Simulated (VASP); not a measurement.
# SnO (P4/nmm) in VASP: notebook, part 2 of 2

VASP 6.6.1.

### 5 Relaxation of cell and atoms, LDA

INCAR

```
ALGO = Fast
EDIFF = 1E-6
EDIFFG = -0.02
ENCUT = 600
GGA = CA
IBRION = 2
ISIF = 3
ISMEAR = 0
KPAR = 2
LASPH = True
LCHARG = False
LREAL = False
LWAVE = False
NELM = 60
NSW = 60
PREC = Accurate
SIGMA = 0.02
```

KPOINTS

```
k-points
0
Gamma
  6 6 6
```

POSCAR

```
SnO
1.0
    3.8136952200      0.0000000000      0.0000000000
    0.0000000000      3.8136952200      0.0000000000
    0.0000000000      0.0000000000      4.8869133000
Sn O
2 2
Direct
    0.5000000000      0.0000000000      0.7646261400
    0.0000000000      0.5000000000      0.2353738600
    0.0000000000      0.0000000000      0.0000000000
    0.5000000000      0.5000000000      0.0000000000
```

Potentials or basis: VASP PAW LDA potentials, release 64 (Sn_d, O).

The run is started by

```bash
cat potpaw_LDA.64/Sn_d/POTCAR potpaw_LDA.64/O/POTCAR > POTCAR
mpirun -np 2 vasp_std > vasp.out
```

It took 6 min on 2 MPI ranks of Intel Xeon Platinum 8375C at 2.90GHz (Ice Lake), shared host; peak memory 0.2 GiB.

It converged, with:

- Free energy: -25.7456 eV
- Relaxed volume: 16.36 Å³/atom
- Relaxed cell: a = 3.764 Å, b = 3.764 Å, c = 4.621 Å, α = 90.00°, β = 90.00°, γ = 90.00°
- Space group after relaxing (to 0.05 Å): P4/nmm (No. 129)
- Energy gained by relaxing: 11.4 meV/atom
- Ionic steps: 14
- Pressure after relaxing: 0.1 GPa
- Largest force after relaxing: 0.003 eV/Å
- Band gap on the k mesh: none (metal or under the smearing width)

Forces in eV/Å, atoms in the order of the input:
```
Sn   0.000  0.000  0.003
Sn   0.000  0.000 -0.003
O    0.000  0.000  0.000
O    0.000  0.000  0.000
```

The path:
| step | energy change (eV) | largest force (eV/Å) | pressure (GPa) | volume (Å³) |
| --- | --- | --- | --- | --- |
| 1 | 0.0000 | 0.1353 | -3.07 | 71.08 |
| 2 | -0.0057 | 0.7070 | 2.45 | 67.63 |
| 3 | -0.0193 | 0.3091 | -0.15 | 69.17 |
| 4 | -0.0264 | 0.1940 | -0.16 | 68.56 |
| 5 | -0.0327 | 0.0536 | -0.26 | 67.67 |
| 6 | -0.0237 | 0.3451 | 0.11 | 65.90 |
| 7 | -0.0335 | 0.0218 | -0.18 | 67.29 |
| 8 | -0.0400 | 0.0093 | 0.15 | 66.52 |
| 9 | -0.0438 | 0.0638 | 0.89 | 65.06 |
| 10 | -0.0395 | 0.2700 | -1.11 | 65.60 |
| 11 | -0.0450 | 0.0341 | 0.03 | 65.23 |
| 12 | -0.0450 | 0.0290 | 0.28 | 65.22 |
| 13 | -0.0450 | 0.0388 | 0.22 | 65.22 |
| 14 | -0.0454 | 0.0035 | 0.11 | 65.45 |

Final structure:
```yaml
crystal:
  lattice:
    - [3.76357, 0.00000, 0.00000]
    - [0.00000, 3.76357, 0.00000]
    - [0.00000, 0.00000, 4.62106]
  atoms:
    - { symbol: Sn, position: [0.50000, 0.00000, 0.75097] }
    - { symbol: Sn, position: [0.00000, 0.50000, 0.24903] }
    - { symbol: O, position: [0.00000, 0.00000, 0.00000] }
    - { symbol: O, position: [0.50000, 0.50000, 0.00000] }
```

Levels at points of the mesh, in eV from the Fermi level:
| k point | band 18 | band 19 | band 20 | band 21 | band 22 | band 23 |
| --- | --- | --- | --- | --- | --- | --- |
| (0.00, 0.00, 0.00) | -3.25 | -3.25 | 0.06 | 2.40 | 4.50 | 4.50 |
| (0.50, 0.00, 0.00) | -5.02 | -2.90 | -2.90 | 3.46 | 3.46 | 5.88 |
| (0.50, 0.50, 0.00) | -2.57 | -1.90 | -1.90 | -0.23 | -0.23 | 4.50 |
| (0.00, 0.00, 0.50) | -3.27 | -2.66 | -2.25 | 1.63 | 2.61 | 2.61 |
| (0.50, 0.00, 0.50) | -4.96 | -1.77 | -1.77 | 2.87 | 2.87 | 5.26 |
| (0.50, 0.50, 0.50) | -2.94 | -2.57 | -2.57 | 2.26 | 2.26 | 4.49 |

### 6 Relaxation of cell and atoms, PBE+D3(BJ)

INCAR

```
SYSTEM = SnO
PREC = Accurate
ENCUT = 600
EDIFF = 1E-6
ISMEAR = 0
SIGMA = 0.02
LREAL = .False.
LASPH = .True.
NELM = 100
ALGO = Normal
ISIF = 3
LWAVE = .False.
LCHARG = .False.
GGA = PE
IVDW = 12
IBRION = 2
NSW = 40
EDIFFG = -0.01
KPAR = 2
```

KPOINTS

```
Automatic mesh
0
Gamma
  6 6 6
  0 0 0
```

POSCAR is that of step 5.

Potentials or basis: VASP PAW PBE potentials, release 64 (Sn_d, O).

The run is started by

```bash
cat potpaw_PBE.64/Sn_d/POTCAR potpaw_PBE.64/O/POTCAR > POTCAR
mpirun -np 2 vasp_std > vasp.out
```

Run time: 3.3 min. Hardware: 2 MPI ranks of Intel Xeon Platinum 8488C (Sapphire Rapids), shared host; peak memory 0.24 GiB.

Results (log left out):

* Free energy: -23.6345 eV
* Relaxed volume: 17.40 Å³/atom
* Relaxed cell: a = 3.833 Å, b = 3.833 Å, c = 4.737 Å, α = 90.00°, β = 90.00°, γ = 90.00°
* Space group after relaxing (to 0.05 Å): P4/nmm (No. 129)
* Energy gained by relaxing: 4.9 meV/atom
* Ionic steps: 11
* Pressure after relaxing: 0.0 GPa
* Band gap on the k mesh: none (metal or under the smearing width)
* Dispersion energy per atom: -0.236 eV

The path:
```tsv
step	energy change (eV)	largest force (eV/Å)	pressure (GPa)	volume (Å³)
1	0.0000	0.4652	1.69	71.08
2	-0.0014	0.2907	-2.08	73.02
3	-0.0108	0.0660	-0.35	72.07
4	-0.0126	0.0593	-0.28	71.80
5	-0.0170	0.0400	-0.16	71.00
6	-0.0195	0.0297	0.12	69.38
7	-0.0197	0.0390	0.04	69.74
8	-0.0197	0.0368	0.07	69.68
9	-0.0193	0.0867	-0.38	69.75
10	-0.0198	0.0013	-0.05	69.70
11	-0.0198	0.0010	0.05	69.60
```

Final structure:
```cif
data_structure
_symmetry_space_group_name_H-M 'P 1'
_symmetry_Int_Tables_number 1
_cell_length_a 3.8332
_cell_length_b 3.8332
_cell_length_c 4.7366
_cell_angle_alpha 90.000
_cell_angle_beta 90.000
_cell_angle_gamma 90.000
_cell_volume 69.60
loop_
_atom_site_label
_atom_site_type_symbol
_atom_site_fract_x
_atom_site_fract_y
_atom_site_fract_z
_atom_site_occupancy
Sn1 Sn 0.50000 0.00000 0.75436 1
Sn2 Sn 0.00000 0.50000 0.24564 1
O1 O 0.00000 0.00000 0.00000 1
O2 O 0.50000 0.50000 0.00000 1
```

Levels at points of the mesh, in eV from the Fermi level:
```
           k point  band 16  band 17  band 18  band 19  band 20  band 21  band 22  band 23  band 24
(0.00, 0.00, 0.00)    -6.03    -3.28    -2.97    -2.97     0.06     2.26     4.54     4.54     4.83
(0.50, 0.00, 0.00)    -4.76    -4.62    -4.62    -2.64    -2.64     3.37     3.37     5.84     5.84
(0.50, 0.50, 0.00)    -4.87    -2.33    -2.33    -1.81    -1.81     0.00     0.00     4.60     4.60
(0.00, 0.00, 0.50)    -3.37    -2.99    -2.99    -2.90    -2.04     1.81     2.83     2.83     3.61
(0.50, 0.00, 0.50)    -5.28    -4.57    -4.57    -1.62    -1.62     2.78     2.78     5.30     5.30
(0.50, 0.50, 0.50)    -5.42    -2.72    -2.72    -2.33    -2.33     2.37     2.37     4.34     4.34
```

Caveat: pairwise dispersion overbinds metals, which lowers pressure and volume.

### 7 Summary

```tsv
task	level	potentials or basis	cell	k mesh	cutoff (eV)	smearing	ladder	gap on the mesh (eV)	pressure (GPa)	relaxed volume (Å³/atom)	largest force (eV/Å)
single point	PBE	VASP PAW PBE potentials, release 64 (Sn_d, O)	as given	7 × 7 × 6	520	gaussian 0.03 eV	-	0.38	3.8	-	0.46
relaxation of cell and atoms	PBEsol	VASP PAW PBE potentials, release 64 (Sn_d, O)	relaxed	6 × 6 × 6	600	gaussian 0.02 eV	gaps	none	0.0	17.05	-
single point	PBE	VASP PAW PBE potentials, release 64 (Sn_d, O)	as given	7 × 7 × 6	520	gaussian 0.024 eV	-	0.38	3.8	-	0.46
relaxation of cell and atoms	LDA	VASP PAW LDA potentials, release 64 (Sn_d, O)	relaxed	6 × 6 × 6	600	gaussian 0.02 eV	gaps	none	0.1	16.36	-
relaxation of cell and atoms	PBE+D3(BJ)	VASP PAW PBE potentials, release 64 (Sn_d, O)	relaxed	6 × 6 × 6	600	gaussian 0.02 eV	gaps	none	0.0	17.40	-
```

Alike in all rows: no spin polarisation.

Caveats: spin-orbit coupling is left out, which moves the levels of the heavy elements (some runs); an odd mesh through Γ misses points on the zone boundary, where band edges often lie (some runs); the PAW data sets were made with another functional, which shifts forces and pressure a little (some runs); pairwise dispersion overbinds metals, which lowers pressure and volume (some runs).

Absolute energies hang on the potentials; compare differences alone.
